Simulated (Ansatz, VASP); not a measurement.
## Two plane-wave programs on MgS

```xyz
2
Lattice="0.0000 2.6016 2.6016 2.6016 0.0000 2.6016 2.6016 2.6016 0.0000" Properties=species:S:1:pos:R:3 pbc="T T T"
Mg    0.0000    0.0000    0.0000
S     2.6016    2.6016    2.4767
```

Change from the starting cell: all S atoms moved +0.125 Å, as atom 2 towards its neighbour atom 1 (Mg) at 2.602 Å.

Alike in both runs: task single point; functional PBEsol; k mesh 8 × 8 × 8; occupations gaussian, width 0.05 eV; no spin polarisation.

|  | VASP | Ansatz |
| --- | --- | --- |
| version | VASP 6.6.1 | Ansatz 0.2.0 |
| potentials or method | VASP PAW PBE potentials, release 64 (Mg, S) | scalar-relativistic, plane waves, PAW |
| plane-wave cutoff (eV) | 520 | 420 |
| valence electrons in the cell | 8 | 16 |

VASP gave:

* gap on the k mesh at the Fermi level (eV): 2.71
* least direct gap on the mesh (eV): 3.59
* pressure (GPa): -0.6
* largest component of the traceless stress (GPa): 1.29
* rms of the force components (eV/Å): 0.221

**Question.** What did Ansatz give for the same quantities?

**Answer.** gap on the k mesh at the Fermi level (eV): 2.71; least direct gap on the mesh (eV): 3.59; pressure (GPa): -0.4; largest component of the traceless stress (GPa): 1.28; rms of the force components (eV/Å): 0.220.

Atom by atom the forces differ by 0.000 eV/Å (rms over components). The functional is the same, so the differences come from potentials, cutoffs and numerics. The two sets of potentials don't hold the same shells in valence.

Caveats: the PAW data sets were made with another functional, which shifts forces and pressure a little (VASP). A k mesh can miss the band edges.
